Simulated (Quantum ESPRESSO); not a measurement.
**KF (Carobbiite) under changes of volume**

One of the cells (19.074 Å³/atom); the others are scaled copies at fixed shape and fractional positions:

```
CELL_PARAMETERS angstrom
0.00000 2.67185 2.67185
2.67185 0.00000 2.67185
2.67185 2.67185 0.00000
ATOMIC_POSITIONS crystal
K 0.00000 0.00000 0.00000
F 0.50000 0.50000 0.50000
```

| Quantity | Value |
| --- | --- |
| Program | Quantum ESPRESSO 7.5 |
| Functional | LDA |
| Potentials or basis | GBRV 1.5 LDA |
| Cutoff | 612 eV |
| Density cutoff | 4898 eV |
| k mesh | 9 × 9 × 9 |
| Occupations | fermi-dirac, width 0.05 eV |
| Spin | no spin polarisation |

```tsv
volume (Å³/atom)	energy over the lowest point (meV/atom)	pressure (GPa)	gap on the mesh (eV)
17.929	0.00	-2.0	6.12
18.311	4.75	-2.6	6.00
18.692	11.07	-3.3	5.90
19.074	18.77	-3.8	5.79
19.455	27.62	-4.2	5.69
19.837	?	?	?
20.218	48.41	-5.0	5.51
```

What does the run at 19.837 Å³/atom give?

Energy over the lowest point 37.53 meV/atom; pressure -4.7 GPa; gap on the mesh 5.60 eV.

Worked out: A Birch-Murnaghan fit of order 3 (a polynomial in V^(-2/3)) to the other rows has no minimum within the range. It gives 37.57 meV/atom at 19.837 Å³/atom, against the run's 37.53, and -dE/dV = -4.4 GPa, against -4.7. A straight line through the other rows of the gap, of slope -5.08 eV per unit of ln V (its deformation potential), gives 5.60 eV, against the run's 5.60.

Energies are extrapolated to zero smearing.

Caveats: an odd mesh through Γ misses points on the zone boundary, where band edges often lie.
